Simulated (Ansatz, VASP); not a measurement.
## AlN in VASP and in Ansatz

```
CELL_PARAMETERS angstrom
3.13021 -5.42168 5.01804
3.13021 5.42168 5.01804
-6.26042 0.00000 5.01804
ATOMIC_POSITIONS crystal
Al 0.66641 0.33308 0.49974
Al 0.99974 0.66641 0.83308
Al 0.33308 0.49974 0.66641
Al 0.83308 0.49974 0.16641
Al 0.16641 0.33308 0.99974
Al 0.49974 0.66641 0.33308
Al 0.83308 0.99974 0.66641
Al 0.16641 0.83308 0.49974
Al 0.49974 0.16641 0.83308
Al 0.66641 0.83308 0.99974
Al 0.99974 0.16641 0.33308
Al 0.33308 0.99974 0.16641
Al 0.66641 0.49974 0.83308
Al 0.99974 0.83308 0.16641
Al 0.33308 0.66641 0.99974
Al 0.83308 0.66641 0.49974
Al 0.16641 0.49974 0.33308
Al 0.49974 0.83308 0.66641
Al 0.83308 0.16641 0.99974
Al 0.16641 0.99974 0.83308
Al 0.49974 0.33308 0.16641
Al 0.66641 0.99974 0.33308
Al 0.99974 0.33308 0.66641
Al 0.33308 0.16641 0.49974
N 0.79359 0.46026 0.62692
N 0.12692 0.79359 0.96026
N 0.46026 0.62692 0.79359
N 0.96026 0.62692 0.29359
N 0.29359 0.46026 0.12692
N 0.62692 0.79359 0.46026
N 0.96026 0.12692 0.79359
N 0.29359 0.96026 0.62692
N 0.62692 0.29359 0.96026
N 0.79359 0.96026 0.12692
N 0.12692 0.29359 0.46026
N 0.46026 0.12692 0.29359
N 0.46026 0.29359 0.62692
N 0.79359 0.62692 0.96026
N 0.12692 0.46026 0.79359
N 0.62692 0.46026 0.29359
N 0.96026 0.29359 0.12692
N 0.29359 0.62692 0.46026
N 0.62692 0.96026 0.79359
N 0.96026 0.79359 0.62692
N 0.29359 0.12692 0.96026
N 0.46026 0.79359 0.12692
N 0.79359 0.12692 0.46026
N 0.12692 0.96026 0.29359
```

Alike in both runs: task single point; functional PBE; k mesh 1 × 1 × 1; occupations gaussian, width 0.01 eV; no spin polarisation.

|  | VASP | Ansatz |
| --- | --- | --- |
| version | VASP 6.6.1 | Ansatz 0.2.0 |
| potentials or method | VASP PAW PBE potentials, release 64 (Al, N) | scalar-relativistic, plane waves, PAW |
| plane-wave cutoff (eV) | 520 | 420 |
| valence electrons in the cell | 192 | 192 |

```tsv
	VASP	Ansatz	Ansatz less VASP
gap on the k mesh at the Fermi level (eV)	4.05	4.04	-0.009
least direct gap on the mesh (eV)	4.05	4.04	-0.009
pressure (GPa)	-0.9	-0.7	+0.23
largest component of the traceless stress (GPa)	1.18	1.13	-0.050
rms of the force components (eV/Å)	0.005	0.006	+0.0005
```

Atom by atom the forces differ by 0.000 eV/Å (rms over components).

Caveats: the k mesh is coarse (spacing up to 0.79 Å⁻¹), so the values aren't converged; an odd mesh through Γ misses points on the zone boundary, where band edges often lie.
